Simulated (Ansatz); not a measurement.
Is this AlFe structure stable?

It was relaxed at this level from a cell as deposited in COD.

Method: Ansatz 0.2.0, DFT PBE, scalar-relativistic, plane waves, PAW. Settings of the last relaxation (2-atom cell): 420 eV, 20×20×20 k points, Gaussian smearing of 0.10 eV, collinear spin.

```cif
data_structure
_symmetry_space_group_name_H-M 'Pm-3m'
_symmetry_Int_Tables_number 221
_cell_length_a 2.8746
_cell_length_b 2.8746
_cell_length_c 2.8746
_cell_angle_alpha 90.000
_cell_angle_beta 90.000
_cell_angle_gamma 90.000
_cell_volume 23.75
loop_
_atom_site_label
_atom_site_type_symbol
_atom_site_symmetry_multiplicity
_atom_site_Wyckoff_symbol
_atom_site_fract_x
_atom_site_fract_y
_atom_site_fract_z
_atom_site_occupancy
Al1 Al 1 a 0.00000 0.00000 0.00000 1
Fe1 Fe 1 b 0.50000 0.50000 0.50000 1
```

Energies over the elements count from the elements' standard structures at the same level, with no fitted energy shifts.

Question: These tests were run: energy against the elements; phonons at Γ; elastic tensor. What do they show?

Answer:

```json
{"test": "energy against the elements", "result": "−0.32 eV/atom"}
{"test": "phonons at Γ", "result": "lowest optical mode 344 cm⁻¹"}
{"test": "elastic tensor", "result": "least eigenvalue 107 GPa"}
```

It fails none of these tests. Competing phases weren't compared here. Phonons away from Γ weren't computed.

The magnetic state reached may not be the lowest. The run for the phonons used a 20×20×20 k mesh and Gaussian smearing of 0.20 eV. The run for the elastic tensor used a 20×20×20 k mesh and Gaussian smearing of 0.20 eV. The cell carries site moments Fe 0.7 μB.
